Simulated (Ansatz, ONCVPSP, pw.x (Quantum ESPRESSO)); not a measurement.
pw.x on sc P: one setting changed

Potential: optimised norm-conserving Vanderbilt (ONCV), ONCVPSP 4.0.1, PBE; core [Ne], reference 3s2 3p2.5; waves: 3s: rc 1.30 bohr, ncon 3, nbas 7, qcut 5.6 1/bohr, 2 projectors, debl 2.8 Ha; 3p: rc 1.50 bohr, ncon 4, nbas 7, qcut 5.8 1/bohr, 2 projectors, debl 1.7 Ha; d scattering state at 0.11 Ha: rc 1.65 bohr, ncon 5, nbas 8, qcut 6.2 1/bohr, 2 projectors, debl 1.5 Ha; local part: polynomial inside 0.85 bohr (lpopt 5, dvloc0 0 Ha); core correction: Teter function, fcfact 3.75, rcfact 1.55.

The reference run (k-mesh 13³, cutoffs 50/200 Ry, Fermi–Dirac 0.01 Ry, mixing_beta 0.4, conv_thr 1e-9, no spin) gives -0.41 GPa at 14.621 Å³/atom, where all-electron LAPW gives 0.27 GPa. This run, with its own iteration cap, changes input_dft to pbee, a wrong or extreme entry chosen on purpose.

```
&control
  calculation='scf', prefix='x', pseudo_dir='./', outdir='./tmp', tstress=.true., disk_io='none'
/
&system
  ibrav=0, nat=1, ntyp=1, ecutwfc=50, ecutrho=200, nbnd=9,
  occupations='smearing', smearing='fd', degauss=0.01, input_dft='pbee'
/
&electrons
  conv_thr=1e-09, mixing_beta=0.4, electron_maxstep=70
/
ATOMIC_SPECIES
P 1.0 P.UPF
CELL_PARAMETERS angstrom
  2.44526365 0.00000000 0.00000000
  0.00000000 2.44526365 0.00000000
  0.00000000 0.00000000 2.44526365
ATOMIC_POSITIONS crystal
P 0.0000 0.0000 0.0000
K_POINTS automatic
13 13 13 0 0 0
```

```bash
pw.x < P.scf.in > P.scf.out
```

Question: How does the run end?

Answer: It converges in 7 iterations; the free energy moves by +65.91 eV/atom and the pressure by +126.33 GPa. The name is a misspelling that pw.x reads only in part, so most of exchange and correlation is missing and the result is not meaningful.

```
Exchange-correlation= PBEE
     Message from routine setup:
     using ibrav=0 with symmetry is DISCOURAGED, use correct ibrav instead
     lattice parameter (alat)  =       4.6209  a.u.
     unit-cell volume          =      98.6674 (a.u.)^3
     number of electrons       =         5.00
     number of Kohn-Sham states=            9
     kinetic-energy cutoff     =      50.0000  Ry
     charge density cutoff     =     200.0000  Ry
     scf convergence threshold =      1.0E-09
     Exchange-correlation= PBEE
     number of k points=    84  Fermi-Dirac smearing, width (Ry)=  0.0100
     iteration #  1     ecut=    50.00 Ry     beta= 0.40
     total energy              =      -9.59586745 Ry
     estimated scf accuracy    <       0.09235804 Ry
     iteration #  2     ecut=    50.00 Ry     beta= 0.40
     total energy              =      -9.58899238 Ry
     estimated scf accuracy    <       0.01633351 Ry
     iteration #  3     ecut=    50.00 Ry     beta= 0.40
     total energy              =      -9.59226964 Ry
     estimated scf accuracy    <       0.00019497 Ry
     iteration #  4     ecut=    50.00 Ry     beta= 0.40
     total energy              =      -9.59230920 Ry
     estimated scf accuracy    <       0.00000351 Ry
     iteration #  5     ecut=    50.00 Ry     beta= 0.40
     total energy              =      -9.59231083 Ry
     estimated scf accuracy    <       0.00000002 Ry
     iteration #  6     ecut=    50.00 Ry     beta= 0.40
     total energy              =      -9.59231087 Ry
     estimated scf accuracy    <          1.3E-09 Ry
     iteration #  7     ecut=    50.00 Ry     beta= 0.40
     the Fermi energy is    23.2637 ev
!    total energy              =      -9.59231087 Ry
     estimated scf accuracy    <          9.5E-12 Ry
     smearing contrib. (-TS)   =      -0.00152141 Ry
     The total energy is F=E-TS. E is the sum of the following terms:
     one-electron contribution =       5.49787855 Ry
     hartree contribution      =       0.27231728 Ry
     xc contribution           =      -0.01056315 Ry
     ewald contribution        =     -15.35042215 Ry
     convergence has been achieved in   7 iterations
          total   stress  (Ry/bohr**3)                   (kbar)     P=     1259.13
     Message from routine punch:
     Nothing written, as per user request (disk_io='none')
```

The run took about 4.7 s on one core of a shared host (Intel(R) Xeon(R) CPU @ 2.60GHz, 96 threads, 756 GiB, load 13).
